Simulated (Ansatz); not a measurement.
# Ge: the cost of one run

Method: DFT PBE, scalar-relativistic, plane waves, PAW, unless a step names another level, in Ansatz 0.2.0.

1 further run of the same task is left out (it didn't finish).

## Step 1: The starting structure

The structure is orthorhombic, space group Cmce (No. 64). The conventional cell has a = 7.042 Å, b = 8.152 Å, c = 7.066 Å, α = 90.00°, β = 90.00°, γ = 90.00°. Ge (site symmetry 1) has 4 Ge at 2.49 to 2.52 Å as nearest neighbours.

Coordinates:

```cif
data_structure
_symmetry_space_group_name_H-M 'Cmce'
_symmetry_Int_Tables_number 64
_cell_length_a 7.0418
_cell_length_b 8.1524
_cell_length_c 7.0657
_cell_angle_alpha 90.000
_cell_angle_beta 90.000
_cell_angle_gamma 90.000
_cell_volume 405.62
loop_
_atom_site_label
_atom_site_type_symbol
_atom_site_symmetry_multiplicity
_atom_site_Wyckoff_symbol
_atom_site_fract_x
_atom_site_fract_y
_atom_site_fract_z
_atom_site_occupancy
Ge1 Ge 16 g 0.17881 0.86653 0.41118 1
```

The cell was relaxed beforehand at this level, from a generated guess; it needn't be the stable form of this composition. At a tolerance of 0.05 Å it has space group Cmce (No. 64); it has 25.35 Å³/atom, an uncorrected energy of +0.08 eV/atom over the standard state.

## Step 2: Static run: bands, density of states and charges

input.yaml

```yaml
crystal:
  lattice:
    - [3.5208987452, -4.0762161189, 0.0]
    - [3.5208987452, 4.0762161189, 0.0]
    - [0.0, 0.0, 7.0656770319]
  atoms:
    - { symbol: Ge, position: [0.31227266, 0.0453392116, 0.4111815187] }
    - { symbol: Ge, position: [0.4546607884, 0.18772734, 0.0888184813] }
    - { symbol: Ge, position: [0.0453392116, 0.31227266, 0.5888184813] }
    - { symbol: Ge, position: [0.18772734, 0.4546607884, 0.9111815187] }
    - { symbol: Ge, position: [0.9546607884, 0.68772734, 0.4111815187] }
    - { symbol: Ge, position: [0.68772734, 0.9546607884, 0.5888184813] }
    - { symbol: Ge, position: [0.81227266, 0.5453392116, 0.0888184813] }
    - { symbol: Ge, position: [0.5453392116, 0.81227266, 0.9111815187] }
basis:
  ecutwfc: 420
kpoints:
  mp_grid: { grid: [8, 8, 6] }
  band_path:
    path:
      - [[0.0, 0.0, 0.0], [-0.5, 0.5, 0.0], [-0.43652312, 0.56347688, 0.0]]
      - [[0.43652312, 0.43652312, 0.0], [0.0, 0.0, 0.0], [0.0, 0.0, 0.5], [0.43652312, 0.43652312, 0.5]]
      - [[-0.43652312, 0.56347688, 0.5], [-0.5, 0.5, 0.5], [-0.5, 0.5, 0.0]]
      - [[0.0, 0.0, 0.0], [0.0, 0.5, 0.0], [0.0, 0.5, 0.5], [0.0, 0.0, 0.5], [-0.5, 0.5, 0.5]]
    npoints: 14
hamiltonian:
  xc: pbe
scf:
  occupations: { method: gaussian, width: 0.1 }
  n_extra_bands: 20
output:
  forces: true
  stress: true
  eigenvalues: true
  populations: true
  dos: { projected: true, de: 0.02, nscf_kmesh: { grid: [10, 10, 8] } }
  bader: true
  write_density: true
  write_potential: true
  elf: true
  volumetric_format: npy
```

Launch:

```
> ansatz run input.yaml --threads 1 --pin off --max-ram 2560MiB --backend cpu --events-out ev --progress --plain --runs-dir out
```

What time and memory should one allow on 1 thread of Arm Neoverse V2, shared host?

About 6.4 min, with a peak of 1.6 GiB.
